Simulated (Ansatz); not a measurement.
# GeS: the cost of one run

Method: DFT PBEsol, scalar-relativistic, plane waves, PAW, in Ansatz 0.2.0.

### 1 The structure to begin with

It takes space group Pnma (No. 62, orthorhombic). Conventional cell: a = 10.440 Å, b = 3.650 Å, c = 4.300 Å, α = 90.00°, β = 90.00°, γ = 90.00°. Around Ge (site symmetry m) lie 3 S at 2.46 to 2.50 Å. S (site symmetry m) has 3 Ge at 2.46 to 2.50 Å as nearest neighbours.

As a file:

```cif
data_structure
_symmetry_space_group_name_H-M 'Pnma'
_symmetry_Int_Tables_number 62
_cell_length_a 10.4400
_cell_length_b 3.6500
_cell_length_c 4.3000
_cell_angle_alpha 90.000
_cell_angle_beta 90.000
_cell_angle_gamma 90.000
_cell_volume 163.86
loop_
_atom_site_label
_atom_site_type_symbol
_atom_site_symmetry_multiplicity
_atom_site_Wyckoff_symbol
_atom_site_fract_x
_atom_site_fract_y
_atom_site_fract_z
_atom_site_occupancy
Ge1 Ge 4 c 0.12100 0.25000 0.10600 1
S1 S 4 c 0.85200 0.25000 0.50300 1
```

No relaxation comes first: the listed cell is the starting point.

### 2 Reference: the perfect supercell

Contents of input.yaml:

```yaml
crystal:
  lattice:
    - [0.0, -3.65, -4.3]
    - [0.0, -3.65, 4.3]
    - [-10.44, 0.0, 0.0]
  atoms:
    - { symbol: Ge, position: [0.322, 0.428, 0.879] }
    - { symbol: Ge, position: [0.822, 0.928, 0.879] }
    - { symbol: Ge, position: [0.678, 0.572, 0.121] }
    - { symbol: Ge, position: [0.178, 0.072, 0.121] }
    - { symbol: Ge, position: [0.822, 0.428, 0.621] }
    - { symbol: Ge, position: [0.322, 0.928, 0.621] }
    - { symbol: Ge, position: [0.178, 0.572, 0.379] }
    - { symbol: Ge, position: [0.678, 0.072, 0.379] }
    - { symbol: S, position: [0.1235, 0.6265, 0.148] }
    - { symbol: S, position: [0.6235, 0.1265, 0.148] }
    - { symbol: S, position: [0.8765, 0.3735, 0.852] }
    - { symbol: S, position: [0.3765, 0.8735, 0.852] }
    - { symbol: S, position: [0.1235, 0.1265, 0.352] }
    - { symbol: S, position: [0.6235, 0.6265, 0.352] }
    - { symbol: S, position: [0.8765, 0.8735, 0.648] }
    - { symbol: S, position: [0.3765, 0.3735, 0.648] }
  symmetry: { detect: false }
basis:
  ecutwfc: 420
kpoints:
  mp_grid: { grid: [2, 2, 1], shift: [0.5, 0.5, 0.0] }
hamiltonian:
  xc: pbesol
scf:
  occupations: { method: gaussian, width: 0.1 }
output:
  forces: true
  stress: true
  eigenvalues: true
```

Command:

```bash
$ ansatz run input.yaml --threads 4 --pin off --max-ram 5120MiB --backend cpu --events-out ev --progress --plain --runs-dir out
```

Q: Estimate wall time and peak memory on 4 threads of an x86-64 CPU, shared host.

About 1.3 s, with a peak of 0.62 GiB.
